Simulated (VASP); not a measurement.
# Li (P1) in VASP: further runs

One crystal, Li, is run at these levels: PBEsol; tasks: single point.

Everything below comes from runs of VASP 6.6.1. Logs are shortened: lines on timing, memory, paths and dates and some standing lists are left out, and cuts for length are marked.

## (1) Starting point

The typed cell holds 16 atoms: a = 6.980 Å, b = 6.980 Å, c = 6.980 Å, α = 90.00°, β = 90.00°, γ = 90.00°.

The cell was built by a generator and needn't be a form met in nature.

## (2) Single point, PBEsol

INCAR

```
ALGO = Fast
EDIFF = 1E-7
ENCUT = 520
GGA = PS
ISIF = 2
ISMEAR = -1
LASPH = True
LCHARG = False
LREAL = False
LWAVE = False
NBANDS = 38
NELM = 100
PREC = Accurate
SIGMA = 0.16
```

KPOINTS

```
k-points
0
Gamma
  3 3 3
```

POSCAR

```
Li
1.0
    6.9800000000      0.0000000000      0.0000000000
    0.0000000000      6.9800000000      0.0000000000
    0.0000000000      0.0000000000      6.9800000000
Li
16
Direct
   -0.0278653295     -0.0519770774     -0.0234527221
    0.4894842407     -0.0105157593      0.0072349570
    0.0057449857      0.5293266476      0.0113753582
    0.0250573066     -0.0251575931      0.4722349570
    0.2492263610      0.2351002865      0.2067908309
    0.4908166189      0.4676934097      0.0226647564
    0.4897851003     -0.0209885387      0.4203295129
    0.7166762178      0.2524355301      0.2698997135
    0.0005587393      0.5014040115      0.4828510029
    0.2515329513      0.7291833811      0.2690544413
    0.2336389685      0.2414040115      0.7459598854
    0.5090257880      0.5397994269      0.4659742120
    0.7724785100      0.8041260745      0.2393409742
    0.7687965616      0.2675501433      0.7395272206
    0.2221633238      0.7476790831      0.7335530086
    0.7331518625      0.7674928367      0.7422063037
```

Potentials or basis: VASP PAW PBE potentials, release 64 (Li_sv).

Command:

```bash
> cat potpaw_PBE.64/Li_sv/POTCAR > POTCAR
> mpirun -np 1 vasp_std > vasp.out
```

OUTCAR:

```text
EDIFF = 1E-7
   ENCUT = 520
   GGA = PS
   ISIF = 2
   ISMEAR = -1
   LASPH = True
   LREAL = False
   NELM = 100
   PREC = Accurate

 ion  position               nearest neighbor table
   1  0.972  0.948  0.977-  13 2.51
   2  0.489  0.989  0.007-
   3  0.006  0.529  0.011-
   4  0.025  0.975  0.472-
   5  0.249  0.235  0.207-
   6  0.491  0.468  0.023-
   7  0.490  0.979  0.420-
   8  0.717  0.252  0.270-
   9  0.001  0.501  0.483-
  10  0.252  0.729  0.269-
  11  0.234  0.241  0.746-
  12  0.509  0.540  0.466-
  13  0.772  0.804  0.239-   1 2.51
  14  0.769  0.268  0.740-
  15  0.222  0.748  0.734-
  16  0.733  0.767  0.742-

  LATTYP: Found a simple cubic cell.
 ALAT       =     6.9800000000

  Lattice vectors:

 A1 = (   6.9800000000,   0.0000000000,   0.0000000000)
 A2 = (   0.0000000000,   6.9800000000,   0.0000000000)
 A3 = (   0.0000000000,   0.0000000000,   6.9800000000)

Analysis of symmetry for initial positions (statically):
=====================================================================
 Subroutine PRICEL returns:
 Original cell was already a primitive cell.

 Routine SETGRP: Setting up the symmetry group for a
 simple cubic supercell.

 Subroutine GETGRP returns: Found  1 space group operations
 (whereof  1 operations were pure point group operations)
 out of a pool of 48 trial point group operations.

The static configuration has the point symmetry C_1 .

Analysis of symmetry for dynamics (positions and initial velocities):
=====================================================================
 Subroutine PRICEL returns:
 Original cell was already a primitive cell.

 Routine SETGRP: Setting up the symmetry group for a
 simple cubic supercell.

 Subroutine GETGRP returns: Found  1 space group operations
 (whereof  1 operations were pure point group operations)
 out of a pool of 48 trial point group operations.

The dynamic configuration has the point symmetry C_1 .

 Subroutine INISYM returns: Found  1 space group operations
 (whereof  1 operations are pure point group operations),
 and found     1 'primitive' translations

----------------------------------------------------------------------------------------

                                     Primitive cell

  volume of cell :     340.0684

  direct lattice vectors                    reciprocal lattice vectors
     6.980000000  0.000000000  0.000000000     0.143266476  0.000000000  0.000000000
     0.000000000  6.980000000  0.000000000     0.000000000  0.143266476  0.000000000
     0.000000000  0.000000000  6.980000000     0.000000000  0.000000000  0.143266476

  length of vectors
     6.980000000  6.980000000  6.980000000     0.143266476  0.143266476  0.143266476

  position of ions in fractional coordinates (direct lattice)
     0.972134670  0.948022923  0.976547278
     0.489484241  0.989484241  0.007234957
     0.005744986  0.529326648  0.011375358
     0.025057307  0.974842407  0.472234957
     0.249226361  0.235100286  0.206790831
     0.490816619  0.467693410  0.022664756
[... 8 lines left out ...]
     0.222163324  0.747679083  0.733553009
     0.733151863  0.767492837  0.742206304

  ion indices of the primitive-cell ions
   primitive index   ion index
                 1           1
                 2           2
                 3           3
                 4           4
                 5           5
                 6           6
[... 8 lines left out ...]
                15          15
                16          16

----------------------------------------------------------------------------------------

 KPOINTS: k-points

Automatic generation of k-mesh.
 Grid dimensions read from file:
 generate k-points for:    3    3    3

 Generating k-lattice:

  Cartesian coordinates                     Fractional coordinates (reciprocal lattice)
     0.047755492  0.000000000  0.000000000     0.333333333  0.000000000  0.000000000
     0.000000000  0.047755492  0.000000000     0.000000000  0.333333333  0.000000000
     0.000000000  0.000000000  0.047755492     0.000000000  0.000000000  0.333333333

  Length of vectors
     0.047755492  0.047755492  0.047755492

  Shift w.r.t. Gamma in fractional coordinates (k-lattice)
     0.000000000  0.000000000  0.000000000

 Subroutine IBZKPT returns following result:
 ===========================================

 Found     14 irreducible k-points:

 Following reciprocal coordinates:
            Coordinates               Weight
  0.000000  0.000000  0.000000      1.000000
  0.333333  0.000000  0.000000      2.000000
  0.000000  0.333333  0.000000      2.000000
  0.000000  0.000000  0.333333      2.000000
  0.333333  0.333333  0.000000      2.000000
  0.000000  0.333333  0.333333      2.000000
  0.333333  0.000000  0.333333      2.000000
 -0.333333  0.333333  0.000000      2.000000
 -0.333333  0.000000  0.333333      2.000000
  0.000000 -0.333333  0.333333      2.000000
  0.333333  0.333333  0.333333      2.000000
 -0.333333  0.333333  0.333333      2.000000
 -0.333333 -0.333333  0.333333      2.000000
  0.333333 -0.333333  0.333333      2.000000
   k-points           NKPTS =     14   k-points in BZ     NKDIM =     14   number of bands    NBANDS=     38
   number of dos      NEDOS =    301   number of ions     NIONS =     16
   total plane-waves  NPLWV = 157464
   dimension x,y,z NGX =    54 NGY =   54 NGZ =   54
   dimension x,y,z NGXF=   108 NGYF=  108 NGZF=  108
   ions per type =              16
   NGX,Y,Z   is equivalent  to a cutoff of  12.86, 12.86, 12.86 a.u.
   NGXF,Y,Z  is equivalent  to a cutoff of  25.72, 25.72, 25.72 a.u.
 SYSTEM =  unknown system
   PREC   = accura    normal or accurate (medium, high low for compatibility)
   ISTART =      0    job   : 0-new  1-cont  2-samecut
   ICHARG =      2    charge: 1-file 2-atom 10-const
   ISPIN  =      1    spin polarized calculation?
   LNONCOLLINEAR =      F non collinear calculations
   LSORBIT =      F    spin-orbit coupling
   LASPH  =      T    aspherical Exc in radial PAW
   ENCUT  =  520.0 eV  38.22 Ry    6.18 a.u.  12.98 12.98 12.98*2*pi/ulx,y,z
   NELM   =    100;   NELMIN=  2; NELMDL= -5     # of ELM steps
   EDIFF  = 0.1E-06   stopping-criterion for ELM
   LREAL  =      F    real-space projection
   EDIFFG = 0.1E-05   stopping-criterion for IOM
   NSW    =      0    number of steps for IOM
   IBRION =     -1    ionic relax: 0-MD 1-quasi-New 2-CG
   NFREE  =      0    steps in history (QN), initial steepest desc. (CG)
   ISIF   =      2    stress and relaxation
   ISYM   =      2    0-nonsym 1-usesym 2-fastsym
   POTIM  = 0.5000    time-step for ionic-motion
   TEBEG  =    0.0;   TEEND  =   0.0 temperature during run
   PSTRESS=    0.0 pullay stress
   NELECT =      48.0000    total number of electrons
   NUPDOWN=      -1.0000    fix difference up-down
   EMIN   =  10.00;   EMAX   =-10.00  energy-range for DOS
   EFERMI =   0.00;   METHOD = LEGACY
   ISMEAR =    -1;   SIGMA  =   0.16  broadening in eV -4-tet -1-fermi 0-gaus
   EFERMI_NEDOS =   21; number of points for ismear=-14 and -15
   IALGO  =     68    algorithm
   IMIX   =      4    mixing-type and parameters
     AMIX     =   0.40;   BMIX     =  1.00
     AMIX_MAG =   1.60;   BMIX_MAG =  1.00
  volume/ion in A,a.u.               =      21.25       143.43
  Fermi-wavevector in a.u.,A,eV,Ry     =   0.852380  1.610764  9.885331  0.726551
  Thomas-Fermi vector in A             =   1.968659
   LORBIT       =      0    0 simple, 1 ext, 2 COOP (PROOUT), +10 PAW based schemes
   GGA     = PS    functional components
   LHFCALC =     F    Hartree Fock is set to
   AEXX    =    0.0000 exact exchange contribution
   IVDW    =     0    specifies the selected vdW correction
   LEPSILON=     F    determine dielectric tensor
   LRPA    =     F    only Hartree local field effects (RPA)
 non-spin polarized calculation
 RMM-DIIS sequential band-by-band and
  energy-cutoff  :      520.00
  volume of cell :      340.07
 maximum number of plane-waves:      9180
 NGX is ok and might be reduce to    54
   NGX = 25   NGY = 25   NGZ = 25

 number of electron      47.9999987 magnetization

 Free energy of the ion-electron system (eV)
  ---------------------------------------------------
  ext. energy  EPLUGINS =         0.00000000
  ---------------------------------------------------
  free energy    TOTEN  =       -30.89463182 eV

  energy without entropy =      -30.24475517  energy(sigma->0) =      -30.56969350

 E-fermi :   0.4492     XC(G=0):  -6.8856

 val. band max:        0.4478283647   @ k =  -0.3333   0.3333   0.0000
 cond. band min:       0.4592762171   @ k =   0.0000   0.3333   0.3333
 fundamental gap:      0.0114478524
 Fermi energy:         0.4492212288

 k-point     1 :       0.0000    0.0000    0.0000
  band No.  band energies     occupation
      1     -45.7322      2.00000
      2     -45.6830      2.00000
      3     -45.5870      2.00000
      4     -45.5830      2.00000
      5     -45.5436      2.00000
      6     -45.5317      2.00000
[... 28 lines left out ...]
     35       3.5974      0.00000
     36       3.6638      0.00000

 k-point     2 :       0.3333    0.0000    0.0000
  band No.  band energies     occupation
      1     -45.7322      2.00000
      2     -45.6831      2.00000
      3     -45.5870      2.00000
      4     -45.5830      2.00000
      5     -45.5436      2.00000
      6     -45.5318      2.00000
[... 28 lines left out ...]
     35       3.6590      0.00000
     36       3.8349      0.00000
[... 427 lines left out ...]
     35       3.6546      0.00000
     36       3.8020      0.00000

 k-point    14 :       0.3333   -0.3333    0.3333
  band No.  band energies     occupation
      1     -45.7322      2.00000
      2     -45.6831      2.00000
      3     -45.5870      2.00000
      4     -45.5831      2.00000
      5     -45.5435      2.00000
      6     -45.5320      2.00000
[... 28 lines left out ...]
     35       3.6385      0.00000
     36       3.7705      0.00000
 [bands above 36 left out]

------------------------ aborting loop because EDIFF is reached ----------------------------------------

  FORCE on cell =-STRESS in cart. coord.  units (eV):
  Direction    XX          YY          ZZ          XY          YZ          ZX
  --------------------------------------------------------------------------------------
  -------------------------------------------------------------------------------------
  Total       -0.0226943     -0.4983107     -0.0441589      0.0530921     -0.0036886     -0.0141676
  in kB       -0.1069205     -2.3477103     -0.2080473      0.2501349     -0.0173781     -0.0667483
  external PRESSURE =      -0.8875594 kB  Pullay stress =       0.0000000 kB

 VOLUME and BASIS-vectors are now :
 -----------------------------------------------------------------------------
  energy-cutoff  :      520.00
  volume of cell :      340.07
      direct lattice vectors                 reciprocal lattice vectors
     6.980000000  0.000000000  0.000000000     0.143266476  0.000000000  0.000000000
     0.000000000  6.980000000  0.000000000     0.000000000  0.143266476  0.000000000
     0.000000000  0.000000000  6.980000000     0.000000000  0.000000000  0.143266476

 POSITION                                       TOTAL-FORCE (eV/Angst)
 -----------------------------------------------------------------------------------
      6.78550      6.61720      6.81630         0.391787      0.642801      0.055723
      3.41660      6.90660      0.05050        -0.022880     -0.066542     -0.263481
      0.04010      3.69470      0.07940        -0.171821     -0.239637     -0.049484
      0.17490      6.80440      3.29620        -0.162072      0.320466      0.165066
      1.73960      1.64100      1.44340        -0.361977     -0.012563      0.249135
      3.42590      3.26450      0.15820         0.151299      0.437888     -0.288083
[... 8 lines left out ...]
      1.55070      5.21880      5.12020         0.324662     -0.091169      0.070228
      5.11740      5.35710      5.18060        -0.094802     -0.183289     -0.237944
 -----------------------------------------------------------------------------------
    total drift:                               -0.000031      0.000166     -0.000095

  FREE ENERGIE OF THE ION-ELECTRON SYSTEM (eV)
  ---------------------------------------------------
  free  energy   TOTEN  =       -30.8946318192 eV

  energy  without entropy=      -30.2447551710  energy(sigma->0) =      -30.56969350
```

It took 8.5 min on 1 thread of Intel Xeon Platinum 8488C (Sapphire Rapids), shared host; peak memory 0.42 GiB.

What came out:

```yaml
Free_energy: -30.8946 eV
Largest_force: 0.773 eV/Å
Band_gap_on_the_k_mesh: none (metal or under the smearing width)
```

Forces on the atoms (eV/Å):
```
Li   0.392  0.643  0.056
Li  -0.023 -0.067 -0.263
Li  -0.172 -0.240 -0.049
Li  -0.162  0.320  0.165
Li  -0.362 -0.013  0.249
Li   0.151  0.438 -0.288
Li  -0.090  0.255  0.725
Li   0.426 -0.041 -0.176
Li  -0.082  0.002 -0.013
Li  -0.125  0.027 -0.481
Li   0.156  0.023 -0.136
Li  -0.002 -0.273  0.259
Li  -0.192 -0.602  0.085
Li  -0.144 -0.198  0.037
Li   0.325 -0.091  0.070
Li  -0.095 -0.183 -0.238
```

Caveat: the cutoff is under 1.25 times the usual one of these potentials, so pressure, stress and relaxed cells hold a basis-set (Pulay) error; the PAW data sets were made with another functional, which shifts forces and pressure a little.

## (3) Single point, PBEsol

INCAR

```
  PREC = Accurate
  ENCUT = 520
  EDIFF = 1E-6
  ISMEAR = -1
  SIGMA = 0.16
  LREAL = False
  LASPH = True
  NELM = 60
  ALGO = Fast
  ISIF = 2
  LWAVE = False
  LCHARG = False
  GGA = PS
  NBANDS = 38
```

KPOINTS

```
regular mesh
0
Gamma
  3 3 3
```

POSCAR

```
Li
1.0
    6.9800000000      0.0000000000      0.0000000000
    0.0000000000      6.9800000000      0.0000000000
    0.0000000000      0.0000000000      6.9800000000
Li
16
Direct
   -0.0479083095      0.0017908309     -0.0200573066
    0.5110601719     -0.0389398281      0.0187679083
   -0.0494269341      0.5241117479     -0.0340830946
    0.0322922636      0.0053868195      0.5071633238
    0.1903008596      0.2057879656      0.2079083095
    0.5235959885      0.5028939828     -0.0228653295
    0.4373782235     -0.0427220630      0.4663323782
    0.7190114613      0.2895702006      0.2333524355
   -0.0047707736      0.5001002865      0.4862750716
    0.2553868195      0.7308452722      0.1852722063
    0.2451002865      0.2155730659      0.7329083095
    0.4797134670      0.4566618911      0.4995845272
    0.7643553009      0.7380229226      0.2522349570
    0.7138108883      0.1963467049      0.7242693410
    0.2187392550      0.7297707736      0.7240257880
    0.6947421203      0.7806876791      0.6642693410
```

Potentials or basis: VASP PAW PBE potentials, release 64 (Li_sv).

Command:

```bash
> cat potpaw_PBE.64/Li_sv/POTCAR > POTCAR
> mpirun -np 1 vasp_std > vasp.out
```

Wall time 5.3 min (1 thread of Intel Xeon Platinum 8488C (Sapphire Rapids), shared host); peak memory 0.42 GiB.

It converged, with:

- Free energy: -31.0014 eV
- Largest force: 0.624 eV/Å
- Band gap on the k mesh: none (metal or under the smearing width)

Forces on the atoms (eV/Å):
```
Li   0.038 -0.244 -0.092
Li  -0.043  0.242 -0.283
Li   0.071 -0.223 -0.213
Li  -0.516 -0.172 -0.305
Li   0.299  0.407 -0.024
Li  -0.225 -0.011 -0.236
Li   0.113  0.306 -0.251
Li   0.162 -0.472  0.153
Li  -0.004 -0.197 -0.001
Li  -0.317 -0.205  0.302
Li   0.114  0.202  0.413
Li  -0.192  0.208 -0.171
Li  -0.061  0.141  0.086
Li   0.086  0.263 -0.073
Li   0.191  0.075  0.272
Li   0.284 -0.320  0.423
```

Levels at points of the mesh, in eV from the Fermi level:
```tsv
k point	band 22	band 23	band 24	band 25	band 26	band 27
(0.00, 0.00, 0.00)	-1.02	-0.99	0.27	0.31	0.32	0.37
```

Caveat: the cutoff is under 1.25 times the usual one of these potentials, so pressure, stress and relaxed cells hold a basis-set (Pulay) error; the PAW data sets were made with another functional, which shifts forces and pressure a little.

## (4) Single point, PBEsol

INCAR

```
PREC     = Accurate       # precision mode
ENCUT    = 520            # plane-wave cutoff, eV
EDIFF    = 1E-6           # SCF threshold, eV
ISMEAR   = -1             # smearing method
SIGMA    = 0.16           # smearing width, eV
LREAL    = F              # projectors in reciprocal space
LASPH    = T              # aspherical terms in the spheres
NELM     = 80             # most SCF steps
ALGO     = Normal         # electronic algorithm
ISIF     = 2              # what is computed and relaxed
LWAVE    = F              # write WAVECAR
LCHARG   = F              # write CHGCAR
GGA      = PS             # functional
NBANDS   = 38             # bands
```

KPOINTS

```
Automatic mesh
0
Gamma
  3 3 3
```

POSCAR

```
Li
1.0
    6.9800000000      0.0000000000      0.0000000000
    0.0000000000      6.9800000000      0.0000000000
    0.0000000000      0.0000000000      6.9800000000
Li
16
Direct
   -0.0092263610     -0.0783237822     -0.0297994269
    0.4694985673     -0.0220057307     -0.0162750716
   -0.1191117479      0.5608022923     -0.0546131805
    0.0430229226     -0.0491547278      0.5099140401
    0.1842979943      0.2554441261      0.2520630372
    0.5194126074      0.4878796562      0.0003008596
    0.3824498567     -0.0498567335      0.5368767908
    0.7416618911      0.2366475645      0.1951432665
    0.0428939828      0.4242693410      0.5219054441
    0.1747421203      0.7283954155      0.1962893983
    0.2087106017      0.2331661891      0.8048567335
    0.4129942693      0.3796275072      0.4383667622
    0.7924355301      0.7289828080      0.3405444126
    0.6786246418      0.1479369628      0.6199283668
    0.2951146132      0.7318481375      0.8248137536
    0.6887535817      0.7596991404      0.7092120344
```

Command:

```bash
> cat potpaw_PBE.64/Li_sv/POTCAR > POTCAR
> mpirun -np 1 vasp_std > vasp.out
```

Run time: 2.1 min. Hardware: 1 thread of Intel Xeon Platinum 8488C (Sapphire Rapids), shared host; peak memory 0.41 GiB.

Results (log left out):

```yaml
Free_energy: -29.0807 eV
Largest_force: 1.377 eV/Å
Band_gap_on_the_k_mesh: none (metal or under the smearing width)
```

Forces on the atoms (eV/Å):
```
Li  -0.491  0.763 -0.212
Li   0.432  0.387  0.574
Li   0.573 -0.583  0.063
Li  -0.480  0.278  0.241
Li  -0.362 -0.707 -1.125
Li  -0.362 -0.133  0.116
Li   0.304  0.030 -0.588
Li   0.261 -0.305  0.201
Li  -0.723  0.611  0.366
Li   0.526 -0.493  0.500
Li   0.107  0.016  0.140
Li   0.880  0.745  0.508
Li  -0.547 -0.172 -0.486
Li   0.450  0.440  0.411
Li  -0.575 -0.705 -0.674
Li   0.007 -0.170 -0.035
```

Levels at points of the mesh, in eV from the Fermi level:
| k point | band 21 | band 22 | band 23 | band 24 | band 25 | band 26 | band 27 | band 28 |
| --- | --- | --- | --- | --- | --- | --- | --- | --- |
| (0.00, 0.00, 0.00) | -1.10 | -1.01 | -0.82 | 0.12 | 0.38 | 0.42 | 0.50 | 0.52 |

Caveat: the cutoff is under 1.25 times the usual one of these potentials, so pressure, stress and relaxed cells hold a basis-set (Pulay) error; the PAW data sets were made with another functional, which shifts forces and pressure a little.
